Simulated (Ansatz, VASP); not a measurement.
## One calculation of Ag, two programs

Contents of POSCAR:

```
Ag
1.0
    4.8488709451      0.0000000000      0.0000000000
   -2.4244354725      4.1992454181      0.0000000000
    0.0000000000      0.0000000000      2.9725687098
Ag
3
Direct
    0.0000000000      0.0000000000      0.0000000000
    0.3333333333      0.6666666667      0.5000000000
    0.6666666667      0.3333333333      0.5000000000
```

Contents of INCAR.step1:

```
SYSTEM = Ag
  PREC = Accurate
  ENCUT = 520
  ISMEAR = 0
  SIGMA = 0.1
  LREAL = .FALSE.
  LASPH = .TRUE.
  NELM = 100
  NBANDS = 24
  GGA = PE
  ALGO = Normal
  EDIFF = 1E-4
  LWAVE = .TRUE.
  LCHARG = .FALSE.
```

File INCAR.step2:

```
SYSTEM = Ag
  PREC = Accurate
  ENCUT = 520
  EDIFF = 1E-7
  ISMEAR = 0
  SIGMA = 0.1
  LREAL = .FALSE.
  LASPH = .TRUE.
  NELM = 100
  ALGO = Normal
  ISIF = 2
  LWAVE = .FALSE.
  LCHARG = .TRUE.
  METAGGA = R2SCAN
  LMIXTAU = .TRUE.
  LELF = .TRUE.
  LVHAR = .TRUE.
  NBANDS = 24
  ISTART = 1
```

The input KPOINTS:

```
regular mesh
0
G
  6 6 6
  0 0 0
```

Input for Ansatz:

```yaml
crystal:
  lattice:
    - [4.8488709451, 0.0, 0.0]
    - [-2.4244354725, 4.1992454181, 0.0]
    - [0.0, 0.0, 2.9725687098]
  atoms:
    - { symbol: Ag, position: [0.0, 0.0, 0.0] }
    - { symbol: Ag, position: [0.3333333333, 0.6666666667, 0.5] }
    - { symbol: Ag, position: [0.6666666667, 0.3333333333, 0.5] }
basis:
  ecutwfc: 500
kpoints:
  mp_grid: { grid: [6, 6, 6] }
hamiltonian:
  xc: r2scan
scf:
  occupations: { method: gaussian, width: 0.1 }
  lower_state_search: "off"
output:
  forces: true
  stress: true
  eigenvalues: true
```

Alike in both runs: task single point; functional r2SCAN; k mesh 6 × 6 × 6; occupations gaussian, width 0.1 eV; no spin polarisation.

```csv
,VASP,Ansatz
version,VASP 6.6.1,Ansatz 0.2.0
potentials or method,"VASP PAW PBE potentials, release 64 (Ag)","scalar-relativistic, plane waves, PAW"
plane-wave cutoff (eV),520,500
valence electrons in the cell,33,57
```

```tsv
	VASP	Ansatz	Ansatz less VASP
gap on the k mesh at the Fermi level (eV)	none	none	-
pressure (GPa)	-8.6	-8.6	-0.01
largest component of the traceless stress (GPa)	1.35	1.33	-0.022
```

A gap of «none» marks a metal or a gap that the smearing closes. The two sets of potentials don't hold the same shells in valence.

Caveats: the PAW data sets were made with another functional, which shifts forces and pressure a little (VASP).
